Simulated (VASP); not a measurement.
MoS2:

```
Mo S
1.0
     1.58000    0.91221    6.15000
    -1.58000    0.91221    6.15000
     0.00000   -1.82443    6.15000
Mo S
1 2
Direct
  0.00000 0.00000 0.00000
  0.41700 0.41700 0.41700
  0.25000 0.25000 0.25000
```

Measurements of this composition are mostly on another form, of space group No. 194.

Program: VASP 6.6.1. Alike in all runs: task single point; no spin polarisation; cell as given; k mesh 10 × 10 × 10; cutoff (eV) 520.

Order these runs on this cell by their pressure, lowest first.
A. level PBEsol; potentials or basis VASP PAW PBE potentials, release 64 (Mo_sv, S); smearing fermi-dirac 0.05 eV; ladder free
B. level PBE; potentials or basis VASP PAW PBE potentials, release 64 (Mo_sv, S); smearing fermi-dirac 0.05 eV
C. level RPBE; potentials or basis VASP PAW PBE potentials, release 54 (Mo_sv, S); smearing gaussian 0.05 eV

A (0.3 GPa), B (5.2 GPa), C (7.8 GPa).

Caveats: the PAW data sets were made with another functional, which shifts forces and pressure a little (some runs).

Not every run made on this cell is shown here.
